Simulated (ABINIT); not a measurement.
CdTe:

```
Te Cd
1.0
     0.00000    3.20500    3.20500
     3.20500    0.00000    3.20500
     3.20500    3.20500    0.00000
Te Cd
1 1
Cartesian
  4.8075 4.8075 4.8075
  0.0000 0.0000 0.0000
```

Program: ABINIT 10.8.3 (patched build). Alike in all runs: task single point; no spin polarisation; cell as given; smearing fermi-dirac 0.05 eV. Hardware: 1 thread of Arm Neoverse N1 (shared host).

Order these runs on this cell by their wall time, lowest first.
A. level r2SCAN; potentials or basis JTH PAW PBE v2.0; k mesh 3 × 3 × 3; cutoff (eV) 544; fine-grid cutoff 1088.46 eV; mesh quality coarse
B. level LDA; potentials or basis JTH PAW LDA v2.0; k mesh 4 × 4 × 4; cutoff (eV) 463; fine-grid cutoff 925.187 eV; mesh quality coarse
C. level r2SCAN; potentials or basis JTH PAW PBE v2.0; k mesh 6 × 6 × 6; cutoff (eV) 544; fine-grid cutoff 1088.46 eV; mesh quality not flagged

B (9.8 s), A (48 s), C (150 s).

Caveats: some runs use coarse meshes.

Runs at the PBE level aren't shown here.
